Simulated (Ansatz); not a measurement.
## Compressing WS$_{2}$

These are results of DFT PBEsol, scalar-relativistic, plane waves, PAW (Ansatz 0.2.0), not measurements. Settings: 420 eV cutoff, 12×12×1 k-mesh, Gaussian smearing of 0.02 eV, no spin polarisation.

The relaxed crystal:

```yaml
crystal:
  lattice:
    - [3.14594, 0.00000, 0.00000]
    - [-1.57297, 2.72446, 0.00000]
    - [0.00000, 0.00000, 28.35081]
  atoms:
    - { symbol: W, position: [0.66667, 0.33333, 0.65971] }
    - { symbol: W, position: [0.33333, 0.66667, 0.88364] }
    - { symbol: W, position: [0.33333, 0.66667, 0.43583] }
    - { symbol: S, position: [0.66667, 0.33333, 0.93890] }
    - { symbol: S, position: [0.66667, 0.33333, 0.49112] }
    - { symbol: S, position: [0.33333, 0.66667, 0.71501] }
    - { symbol: S, position: [0.66667, 0.33333, 0.82834] }
    - { symbol: S, position: [0.66667, 0.33333, 0.38057] }
    - { symbol: S, position: [0.33333, 0.66667, 0.60442] }
```

Cell and atoms are relaxed at each pressure within the symmetry of the start, at zero temperature, so transitions that lower the symmetry aren't seen. The k-mesh given is that at zero pressure and may differ at others. a, b and c are the lengths of the cell vectors above. Gaps are Kohn–Sham gaps over the whole zone.

Spin-orbit coupling is left out, which matters for the bands and energies of heavy elements.

Pressures computed: 3, 8, 15, 30 GPa.

Problem. At which pressure does the cell have a = 3.121, b = 3.121 and c = 18.505 Å?

Solution. About 3 GPa, where V/V0 = 0.643 and the gap is 0.85 eV.

This form isn't the usual stable structure of the compound.